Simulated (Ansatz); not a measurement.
A 2-atom cell of InP started from a crystallographic database (r2SCAN geometry), in Ansatz:

```yaml
crystal:
  lattice:
    - [0.00000, 2.95381, 2.95381]
    - [2.95381, 0.00000, 2.95381]
    - [2.95381, 2.95381, 0.00000]
  atoms:
    - { symbol: In, position: [0.00000, 0.00000, 0.00000] }
    - { symbol: P, position: [0.25000, 0.25000, 0.25000] }
```

G0W0@PBE with 282 empty bands, a screening cutoff of 180 eV and a 6×6×6 mesh (PAW, contour deformation) gives 1.040 eV over the mesh points, from a PBE gap of 0.583 eV; it sums over 291 bands with 283 plane waves in the screening and a wave cutoff of 420 eV. The G0W0 figures hold for the stated bands, cutoff and mesh and aren't extrapolated. (Simulation; spin polarisation is off.)

Question: Estimate the gap with potentials of the kind norm-conserving.

Answer: 1.073 eV (+0.033 eV), from a Kohn-Sham gap of 0.574 eV.

Question: Estimate the gap with empty bands 117, screening cutoff 100 eV.

Answer: 1.076 eV (+0.036 eV), from a Kohn-Sham gap of 0.583 eV.

Question: Estimate the gap with starting point HSE06.

Answer: 1.494 eV (+0.454 eV), from a Kohn-Sham gap of 1.357 eV.

Spin-orbit coupling is left out, which matters wherever the heavy atoms make up the band edges.

With a shallow d shell on the cation, G0W0 converges slowly in bands and cutoff, so these values are in doubt.
